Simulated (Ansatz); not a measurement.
Crystal: MoS2.

```
Mo S
1.0
     1.58550    0.91539    6.11500
    -1.58550    0.91539    6.11500
     0.00000   -1.83078    6.11500
Mo S
1 2
Direct
  0.00000 0.00000 0.00000
  0.25000 0.25000 0.25000
  0.75000 0.75000 0.75000
```

Measurements of this composition are mostly on another form, of space group No. 194.

- Program: Ansatz 0.2.0
- Task: relaxation of cell and atoms
- Functional: PBEsol
- Dispersion: D3(BJ)
- Potentials or basis: Ansatz PAW
- Cutoff: 420 eV (not typed: the program's choice for these potentials)
- k mesh: 10 × 10 × 10
- Occupations: fermi-dirac, width 0.05 eV
- Spin: no spin polarisation

At the start: volume 17.75 Å³/atom.

**Question.** Where does the relaxation end?

**Answer.** It ends after 6 steps and the volume is 15.89 Å³/atom (-10.5 %); space group R-3m (No. 166, to 0.05 Å).

The path:
```csv
step,energy change (eV),largest force (eV/Å),volume (Å³)
1,0.0000,0.7766,53.25
2,-0.1281,0.2338,46.72
3,-0.1392,0.0043,48.23
4,-0.1407,0.0003,47.71
5,-0.1407,0.0008,47.68
6,-0.1402,0.0010,47.68
```

Final structure:
```xyz
3
Lattice="1.5399 0.8890 5.8051 -1.5399 0.8890 5.8051 0.0000 -1.7781 5.8051" Properties=species:S:1:pos:R:3 pbc="T T T"
Mo    0.0000    0.0000    0.0000
S     0.0000    0.0000    4.1958
S     0.0000    0.0000   13.2196
```

Caveat: the plane-wave basis is chosen anew once the cell has moved, so the energies of steps on either side of that aren't comparable; pairwise dispersion overbinds metals, which lowers pressure and volume; the PAW data sets come from PBE, with cores solved anew for the run's functional, which leaves a small shift of forces and pressure.
